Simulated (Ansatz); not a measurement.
The system is MnS.

```
Mn S
1.0
     0.00000    2.47346    2.47346
     2.47346    0.00000    2.47346
     2.47346    2.47346    0.00000
Mn S
1 1
Direct
  0.00000 0.00000 0.00000
  0.75000 0.75000 0.75000
```

The cell is a database's computed one.

```yaml
Program: Ansatz 0.2.0
Task: relaxation of cell and atoms
Functional: revPBE
Potentials_or_basis: all-electron LAPW, scalar-relativistic
Basis_error_allowed: 0.001 eV/atom
k_mesh: 9 × 9 × 9
Occupations: fermi-dirac, width 0.05 eV
Spin: collinear spin, ferromagnetic start
Starting_moments: "[4.0, 0.0] μB"
```

At the start: volume 15.13 Å³/atom.

Problem. Where does the relaxation end?

Solution. Over 5 steps the energy falls by 9.8 meV/atom and the volume is 15.74 Å³/atom (+4.0 %); space group F-43m (No. 216, to 0.05 Å); moment 0.25 μB per cell.

Step by step:
```
step  energy change (eV)  largest force (eV/Å)  volume (Å³)
   1              0.0000                0.0000        30.27
   2             -0.0166                0.0000        30.99
   3             -0.0196                0.0000        31.45
   4             -0.0197                0.0000        31.48
   5             -0.0197                0.0000        31.48
```

Final structure:
```
CELL_PARAMETERS angstrom
0.00000 2.50607 2.50607
2.50607 0.00000 2.50607
2.50607 2.50607 0.00000
ATOMIC_POSITIONS crystal
Mn 0.00000 0.00000 0.00000
S 0.75000 0.75000 0.75000
```

Caveat: the moment fell far below its start of 4 μB, so a state of higher moment may lie lower in energy; the starting moments weren't kept.
